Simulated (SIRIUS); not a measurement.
Runs of SIRIUS 7.12.0 on Co. Symmetry: P6_3/mmc, No. 194, hexagonal system. The conventional cell has a = 2.472 Å, b = 2.472 Å, c = 4.021 Å, α = 90.00°, β = 90.00°, γ = 120.00°. Co (site symmetry -6m2) has 12 Co at 2.47 Å as nearest neighbours. 

```tsv
task	level	potentials or basis	k mesh	energy tol	density tol	mixer	mixing beta	max scf	mesh quality	gap on the mesh (eV)	pressure (GPa)	moment (μB)
single point	revPBE	PseudoDojo 0.4.1 PBE standard (scalar relativistic)	5 × 5 × 3	1e-08 Ha	1e-06	anderson	0.5	100	coarse	none	12.1	3.55
single point	RPBE	PseudoDojo 0.4.1 PBE standard (scalar relativistic)	5 × 5 × 3	1e-08 Ha	1e-06	anderson	0.5	100	coarse	none	(c)	3.55
single point	PBEsol	PseudoDojo 0.4.1 PBE standard (scalar relativistic)	5 × 5 × 3	1e-08 Ha	1e-06	anderson	0.5	100	coarse	none	-4.0	3.48
single point	LDA	PseudoDojo 0.4.1 PBE standard (scalar relativistic)	5 × 5 × 3	1e-08 Ha	1e-06	anderson	0.5	100	coarse	none	-15.1	(b)
single point	PW91	PseudoDojo 0.4.1 PBE standard (scalar relativistic)	5 × 5 × 3	1e-08 Ha	1e-06	anderson	0.5	100	coarse	none	6.4	3.51
single point	PBEsol	PseudoDojo 0.4.1 PBEsol standard (scalar relativistic)	12 × 12 × 7	1e-08 Ha	1e-06	anderson	0.5	100	not flagged	none	(a)	3.21
single point	HCTH407	PseudoDojo 0.4.1 PBE standard (scalar relativistic)	5 × 5 × 3	1e-08 Ha	1e-06	anderson	0.5	100	coarse	none	5.8	3.66
```

Alike in all rows: spin collinear, ferromagnetic start; cell as given; cutoff (eV) 1307; smearing fermi-dirac 0.05 eV.

**Question.** Estimate the missing entries.

**Answer.** (a) -5.8; (b) 3.27; (c) 13.9.

Caveats: some runs use coarse meshes; the potentials were made for another functional, which shifts forces and pressure (some runs).

A gap of «none» marks a metal or a gap under the smearing width.

Runs at the PBE level aren't shown here.
